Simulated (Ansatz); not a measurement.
## CaB$_{2}$: what symmetry allows forces and stress to be

```
CELL_PARAMETERS angstrom
3.22643 0.00000 0.00000
-1.61322 2.79417 0.00000
0.00000 0.00000 4.06739
ATOMIC_POSITIONS crystal
Ca 0.06974 0.00000 0.00000
B 0.33333 0.66667 0.50000
B 0.66667 0.33333 0.50000
```

The calculation used DFT PBEsol, scalar-relativistic, plane waves, PAW in Ansatz 0.2.0.

Plane waves to 420 eV, a k mesh through Γ of 15×15×10 on the computed 3-atom cell and Gaussian smearing (0.10 eV); no spin polarisation.

This distorted cell has space group Amm2, with 4 operations.

Q: Without a calculation: in which directions can each atom feel a force?

A: A force must be left unchanged by every operation that keeps its atom in place, so it lies in the space that those operations leave fixed. Atoms that the group maps onto each other feel forces of one size.
```
atom site symmetry operations at the site equivalent to atom allowed force (Cartesian)
 Ca1            mm2                       4                   1                   along (1.00, 0.00, 0.00)
  B2            m..                       2                   2  in the plane normal to (0.00, 0.00, 1.00)
  B3            m..                       2                   2  in the plane normal to (0.00, 0.00, 1.00)
```

That leaves 3 independent force components of 9, tied by 1 condition that the forces sum to zero, so 2 remain. A relaxation in this cell that keeps the symmetry moves the atoms in these directions alone.

Q: And the stress tensor?

A: It must be invariant under the point group, which leaves 3 independent components: yz, xz, xy vanish.

Q: Do the computed values obey this?

A: Yes. Forces (eV/Å):
```
Ca1 -0.882  0.000  0.000
B2   0.441 -0.088  0.000
B3   0.441  0.088  0.000
```

Stress (GPa, compression positive, xx yy zz yz xz xy): -4.00 -3.40 -0.44 0.00 0.00 0.00. The program imposes the same operations on density, forces and stress, so this confirms the analysis and is no independent test of the calculation.